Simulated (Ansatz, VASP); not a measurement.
**NaF: VASP beside Ansatz**

File INCAR:

```
PREC = Accurate ; ENCUT = 520
EDIFF = 1E-6 ; ISMEAR = 0
SIGMA = 0.05 ; LREAL = F
LASPH = T ; NELM = 100
ALGO = Fast ; ISIF = 2
LWAVE = F ; LCHARG = F
GGA = PS ; NBANDS = 14
```

KPOINTS

```
Automatic mesh
0
Gamma
  8 8 8
```

Contents of POSCAR:

```
NaF
1.0
    0.0000000000      2.3233000000      2.2303680000
    2.3233000000      0.0000000000      2.2303680000
    2.3233000000      2.3233000000      0.0000000000
Na F
1 1
Direct
    0.0000000000      0.0000000000      0.0000000000
    0.5000000000      0.5000000000      0.5000000000
```

Input for Ansatz:

```yaml
crystal:
  lattice:
    - [0.0, 2.3233, 2.230368]
    - [2.3233, 0.0, 2.230368]
    - [2.3233, 2.3233, 0.0]
  atoms:
    - { symbol: Na, position: [0.0, 0.0, 0.0] }
    - { symbol: F, position: [0.5, 0.5, 0.5] }
basis:
  ecutwfc: 420
kpoints:
  mp_grid: { grid: [8, 8, 8] }
hamiltonian:
  xc: pbesol
scf:
  occupations: { method: gaussian, width: 0.05 }
output:
  forces: true
  stress: true
  eigenvalues: true
```

Change from the starting cell: strain -0.0400 x Voigt [0, 0, 1, 0, 0, 0], atoms carried along.

Alike in both runs: task single point; functional PBEsol; k mesh 8 × 8 × 8; occupations gaussian, width 0.05 eV; no spin polarisation.

|  | VASP | Ansatz |
| --- | --- | --- |
| version | VASP 6.6.1 | Ansatz 0.2.0 |
| potentials or method | VASP PAW PBE potentials, release 64 (Na_pv, F) | scalar-relativistic, plane waves, PAW |
| plane-wave cutoff (eV) | 520 | 420 |
| valence electrons in the cell | 14 | 16 |

|  | VASP | Ansatz | Ansatz less VASP |
| --- | --- | --- | --- |
| gap on the k mesh at the Fermi level (eV) | 6.33 | 6.35 | +0.022 |
| least direct gap on the mesh (eV) | 6.33 | 6.35 | +0.022 |
| pressure (GPa) | 1.8 | 1.8 | 0.00 |
| largest component of the traceless stress (GPa) | 2.88 | 2.75 | -0.127 |

The two sets of potentials don't hold the same shells in valence.

Caveats: the PAW data sets were made with another functional, which shifts forces and pressure a little (VASP).
